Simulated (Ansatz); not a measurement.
All numbers below come from DFT PBE, scalar-relativistic, plane waves, PAW (Ansatz). All cells share a 420 eV cutoff and Γ-centred k meshes spaced at most about 0.3 Å⁻¹ (about 0.25 or finer for metals, 2π included). No spin polarisation in the final relaxations.

Each of these unrelaxed guesses is relaxed in cell and atoms within its symmetry. A guess keeps its type if space group and coordination stay and the shape of the cell changes little (axis ratios within about 15 %, angles within 6°); the volume may change.

1. Mg4H

```
CELL_PARAMETERS angstrom
2.22156 -2.75602 0.00000
2.22156 2.75602 0.00000
0.00000 0.00000 5.46080
ATOMIC_POSITIONS crystal
Mg 0.00000 0.00000 0.70736
Mg 0.00000 0.00000 0.29264
Mg 0.71620 0.71620 0.00000
Mg 0.28380 0.28380 0.00000
H 0.50000 0.50000 0.50000
```

2. MgI2

```
CELL_PARAMETERS angstrom
7.79999 0.00000 0.00000
0.00000 7.79999 0.00000
0.00000 0.00000 5.51543
ATOMIC_POSITIONS crystal
Mg 0.50000 0.50000 0.50000
Mg 0.00000 0.50000 0.00000
Mg 0.50000 0.00000 0.00000
I 0.25000 0.25000 0.00000
I 0.25000 0.75000 0.00000
I 0.00000 0.50000 0.50000
I 0.75000 0.75000 0.00000
I 0.75000 0.25000 0.00000
I 0.50000 0.00000 0.50000
```

Question: Which guesses survive the relaxation?

Answer: Guess 2 keeps its type.

```json
{"guess": "1", "kept": "no", "start group": "Cmmm", "end group": "Cmmm", "V start (Å³/atom)": "13.4", "V end": "24.7", "b/a and c/a, end over start": "0.85, 1.23", "nearest neighbours start": "H 4, Mg 3", "nearest neighbours end": "H 8, Mg 6/7"}
{"guess": "2", "kept": "yes", "start group": "P4/mmm", "end group": "P4/mmm", "V start (Å³/atom)": "37.3", "V end": "42.8", "b/a and c/a, end over start": "1.00, 0.91", "nearest neighbours start": "I 2, Mg 6/12", "nearest neighbours end": "I 2, Mg 6/12"}
```

Neighbours count within 15 % of an atom's shortest distance; end groups are read at 0.02 Å (0.05 Å in metals).

These runs have no spin–orbit coupling, which can matter for I. H stands nearly free of neighbours here, and without spin polarisation the energy of such atoms comes out too high. A magnetic state wasn't ruled out in cells without spin, among them Mg4H Cmmm. Cells relaxed within their symmetry can be saddle points.

In counts of neighbours, a slash parts the counts of unlike sites.
